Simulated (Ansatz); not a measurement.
Molecular dynamics on a 2×2×2 supercell (16 atoms) of CuI (F-43m), relaxed with r2SCAN. Forces come from PBE in Ansatz: Langevin thermostat and barostat (NPT), 1000 K, steps of 1.5 fs. Classical nuclei, no spin polarisation; a few dozen steps show the first response, not equilibrium.

```yaml
crystal:
  lattice:
    - [0.0, 6.02408581, 6.02408581]
    - [6.02408581, 0.0, 6.02408581]
    - [6.02408581, 6.02408581, 0.0]
  atoms:
    - { symbol: Cu, position: [0.125, 0.125, 0.125] }
    - { symbol: I, position: [0.0, 0.0, 0.0] }
    - { symbol: Cu, position: [0.125, 0.125, 0.625] }
    - { symbol: I, position: [0.0, 0.0, 0.5] }
    - { symbol: Cu, position: [0.125, 0.625, 0.125] }
    - { symbol: I, position: [0.0, 0.5, 0.0] }
    - { symbol: Cu, position: [0.125, 0.625, 0.625] }
    - { symbol: I, position: [0.0, 0.5, 0.5] }
    - { symbol: Cu, position: [0.625, 0.125, 0.125] }
    - { symbol: I, position: [0.5, 0.0, 0.0] }
    - { symbol: Cu, position: [0.625, 0.125, 0.625] }
    - { symbol: I, position: [0.5, 0.0, 0.5] }
    - { symbol: Cu, position: [0.625, 0.625, 0.125] }
    - { symbol: I, position: [0.5, 0.5, 0.0] }
    - { symbol: Cu, position: [0.625, 0.625, 0.625] }
    - { symbol: I, position: [0.5, 0.5, 0.5] }
kpoints:
  mp_grid: { grid: [2, 2, 2] }
hamiltonian:
  xc: pbe
scf:
  occupations: { method: fermi_dirac, width: 0.086 }
md:
  ensemble: npt_langevin
  temperature: 1000
  timestep: 1.5
  n_steps: 20
  initial_velocities: maxwell_boltzmann
  seed: 9484
```

Run as `ansatz run input.yaml --threads 4 --pin off --max-ram 3686MiB --backend cpu --events-out ev --progress --plain --runs-dir out`.

**Question.** What wall time did it need on 4 threads of Arm Neoverse N1, with other jobs on the host, load about 0.9 per core, and how much host memory at the peak?

**Answer.** About 6.8 min, with a peak of 2.3 GiB.

```
step  t (fs)  T (K)  free energy F from step 0 (meV/atom)  kinetic energy (meV/atom)  pressure (GPa)  volume (Å³/atom)  largest force (eV/Å)
   0       0    938                                   0.0                      121.2            1.89             27.33                  0.00
   1     1.5    895                                   0.1                      115.7            1.87             27.33                  0.07
   2       3    946                                   0.6                      122.3            1.90             27.33                  0.14
   3     4.5    896                                   1.3                      115.8            1.89             27.33                  0.22
   4       6    804                                   2.1                      104.0            1.86             27.34                  0.30
   5     7.5    809                                   3.2                      104.6            1.88             27.35                  0.37
   6       9    783                                   4.5                      101.1            1.88             27.35                  0.45
   7    10.5    757                                   6.0                       97.8            1.90             27.36                  0.53
   8      12    750                                   7.6                       96.9            1.92             27.37                  0.59
   9    13.5    719                                   9.3                       93.0            1.92             27.39                  0.65
  10      15    770                                  11.2                       99.5            1.97             27.40                  0.71
  11    16.5    777                                  13.2                      100.5            1.99             27.42                  0.78
  12      18    722                                  15.4                       93.4            1.99             27.44                  0.84
  13    19.5    773                                  17.8                       99.9            2.05             27.46                  0.90
  14      21    861                                  20.5                      111.3            2.14             27.47                  0.96
  15    22.5    879                                  23.4                      113.6            2.20             27.49                  1.02
  16      24    904                                  26.4                      116.9            2.26             27.51                  1.08
  17    25.5    836                                  29.5                      108.1            2.28             27.52                  1.14
  18      27    821                                  32.6                      106.2            2.33             27.54                  1.19
  19    28.5    792                                  35.7                      102.4            2.36             27.55                  1.23
  20      30    796                                  38.7                      102.8            2.41             27.58                  1.26
```

The temperature starts at 938 K, is lowest at step 9 (719 K, 13.5 fs) and ends at 796 K. The thermostat hasn't had time to restore it.

Positions (Å) and forces (eV/Å) at step 20:
```
cell (Å): 0.000 6.042 6.042; 6.042 0.000 6.042; 6.042 6.042 0.000
Cu   1.615   1.598   1.503    -0.227  -0.621   0.065
I   -0.090  -0.015   0.060     0.451   0.011  -0.268
Cu   4.552   4.453   1.487    -0.261   0.002   0.057
I    2.929   2.968  -0.072     0.677   0.421   0.087
Cu   4.546   1.546   4.430     0.204  -0.016   0.411
I    3.128   0.087   3.002    -0.568  -0.631  -0.065
Cu   7.551   4.365   4.474     0.286   0.979   0.277
I    6.056   3.085   3.088    -0.250  -0.451  -0.871
Cu   1.445   4.430   4.428     0.280   0.390   0.827
I    0.134   3.037   2.944    -1.113  -0.572   0.099
Cu   4.562   7.648   4.630     0.160  -0.234  -0.390
I    2.917   5.936   3.009     0.703   0.330   0.174
Cu   4.643   4.584   7.558    -0.289  -0.238   0.100
I    3.119   3.001   6.026    -0.311   0.299   0.240
Cu   7.688   7.542   7.575    -0.173   0.214  -0.073
I    6.016   6.124   6.147     0.430   0.118  -0.670
```
